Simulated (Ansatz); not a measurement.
Crystal: CdSe.

```
Cd Se
1.0
     0.00000    2.87396    2.87396
     2.87396    0.00000    2.87396
     2.87396    2.87396    0.00000
Cd Se
1 1
Direct
  0.00000 0.00000 0.00000
  0.50000 0.50000 0.50000
```

Measurements of this composition are mostly on another form, of space group No. 186.

Base run:

- Program: Ansatz 0.2.0
- Functional: RPBE
- Potentials or basis: Ansatz PAW
- Cutoff: 420 eV (not typed: the program's choice for these potentials)
- k mesh: 8 × 8 × 8
- Occupations: fermi-dirac, width 0.05 eV
- Spin: no spin polarisation

Its results: band gap on the k mesh none (metal or under the smearing width); pressure 1.9 GPa.

Task: The run is repeated on the same cell with these changes: functional from RPBE to LDA. What comes out?

Result: Band gap on the k mesh none (metal or under the smearing width); pressure -6.0 GPa.

LDA binds more tightly than RPBE, so the same cell stands under less pressure.

Caveats: the PAW data sets come from PBE, with cores solved anew for the run's functional, which leaves a small shift of forces and pressure.
